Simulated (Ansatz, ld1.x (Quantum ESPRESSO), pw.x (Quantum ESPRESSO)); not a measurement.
# What a changed setting does to a pw.x run (diamond V)

Potential: PAW, ld1.x (Quantum ESPRESSO) 7.5, PBE; core [Ne], reference 3s2 3p6 3d3 4s2 4p0; waves: 3s (bound): rcut 1.25, rcutus 1.35 bohr; 4s (bound): rcut 1.25, rcutus 1.35 bohr; 3p (bound): rcut 1.40, rcutus 1.55 bohr; 4p (bound, empty): rcut 1.40, rcutus 1.55 bohr; 3d (bound): rcut 1.75, rcutus 2.25 bohr; 3d channel at 0.15 Ry: rcut 1.75, rcutus 2.25 bohr; local part: all-electron potential smoothed inside 1.90 bohr (lloc = -1); core correction: a·sin(br)/r model core inside 1.14 bohr; augmentation: BESSEL, radius 1.05 bohr.

The reference run (k-mesh 9³, cutoffs 75/600 Ry, Fermi–Dirac 0.01 Ry, mixing_beta 0.4, conv_thr 1e-9, no spin) gives 0.23 GPa at 18.899 Å³/atom, where all-electron LAPW gives -0.00 GPa. This run, with its own iteration cap, changes smearing to mv.

```
&control
  calculation='scf', prefix='x', pseudo_dir='./', outdir='./tmp', tstress=.true., disk_io='none'
/
&system
  ibrav=0, nat=2, ntyp=1, ecutwfc=75, ecutrho=600, nbnd=22,
  occupations='smearing', smearing='mv', degauss=0.01
/
&electrons
  conv_thr=1e-09, mixing_beta=0.4, electron_maxstep=50
/
ATOMIC_SPECIES
V 1.0 V.UPF
CELL_PARAMETERS angstrom
  0.00000000 2.66366503 2.66366503
  2.66366503 0.00000000 2.66366503
  2.66366503 2.66366503 0.00000000
ATOMIC_POSITIONS crystal
V 0.0000 0.0000 0.0000
V 0.2500 0.2500 0.2500
K_POINTS automatic
9 9 9 0 0 0
```

```bash
pw.x < V.scf.in > V.scf.out
```

**Question.** How does the run end?

**Answer.** It converges in 19 iterations; the free energy moves by +77.7 meV/atom and the pressure by -1.28 GPa. This scheme is built to cancel the term in the square of the width that Fermi–Dirac smearing leaves in the F of a metal.

```
Message from routine setup:
     using ibrav=0 with symmetry is DISCOURAGED, use correct ibrav instead
     lattice parameter (alat)  =       7.1186  a.u.
     unit-cell volume          =     255.0735 (a.u.)^3
     number of electrons       =        26.00
     number of Kohn-Sham states=           22
     kinetic-energy cutoff     =      75.0000  Ry
     charge density cutoff     =     600.0000  Ry
     scf convergence threshold =      1.0E-09
     Exchange-correlation= SLA  PW   PBX  PBC
     number of k points=    35  Marzari-Vanderbilt smearing, width (Ry)=  0.0100
     iteration #  1     ecut=    75.00 Ry     beta= 0.40
     total energy              =    -427.69097549 Ry
     estimated scf accuracy    <       0.21899339 Ry
     iteration #  2     ecut=    75.00 Ry     beta= 0.40
     total energy              =    -427.70824001 Ry
     estimated scf accuracy    <       0.01633453 Ry
     iteration #  3     ecut=    75.00 Ry     beta= 0.40
     total energy              =    -427.71300957 Ry
     estimated scf accuracy    <       0.01337735 Ry
     iteration #  4     ecut=    75.00 Ry     beta= 0.40
     total energy              =    -427.71331974 Ry
     estimated scf accuracy    <       0.00034498 Ry
     iteration #  5     ecut=    75.00 Ry     beta= 0.40
     total energy              =    -427.71352909 Ry
     estimated scf accuracy    <       0.00002769 Ry
     iteration #  6     ecut=    75.00 Ry     beta= 0.40
     total energy              =    -427.71351719 Ry
     estimated scf accuracy    <       0.00014639 Ry
     [... 7 iterations left out ...]
     iteration # 14     ecut=    75.00 Ry     beta= 0.40
     total energy              =    -427.71354393 Ry
     estimated scf accuracy    <       0.00000003 Ry
     iteration # 15     ecut=    75.00 Ry     beta= 0.40
     total energy              =    -427.71354392 Ry
     estimated scf accuracy    <       0.00000005 Ry
     iteration # 16     ecut=    75.00 Ry     beta= 0.40
     total energy              =    -427.71354392 Ry
     estimated scf accuracy    <       0.00000005 Ry
     iteration # 17     ecut=    75.00 Ry     beta= 0.40
     total energy              =    -427.71354390 Ry
     estimated scf accuracy    <       0.00000004 Ry
     iteration # 18     ecut=    75.00 Ry     beta= 0.40
     total energy              =    -427.71354390 Ry
     estimated scf accuracy    <          2.7E-09 Ry
     iteration # 19     ecut=    75.00 Ry     beta= 0.40
     the Fermi energy is    10.3852 ev
!    total energy              =    -427.71354389 Ry
     estimated scf accuracy    <          5.5E-10 Ry
     smearing contrib. (-TS)   =       0.00015385 Ry
     The total energy is F=E-TS. E is the sum of the following terms:
     one-electron contribution =    -149.14795533 Ry
     hartree contribution      =     101.09939344 Ry
     xc contribution           =     -36.60321162 Ry
     ewald contribution        =    -180.85849903 Ry
     one-center paw contrib.   =    -162.20342521 Ry
     convergence has been achieved in  19 iterations
          total   stress  (Ry/bohr**3)                   (kbar)     P=      -10.55
     Message from routine punch:
     Nothing written, as per user request (disk_io='none')
```

The run took about 67 s on one core of a shared host (AMD EPYC 7R43 64-Core Processor, 256 threads, 1004 GiB, load 125).
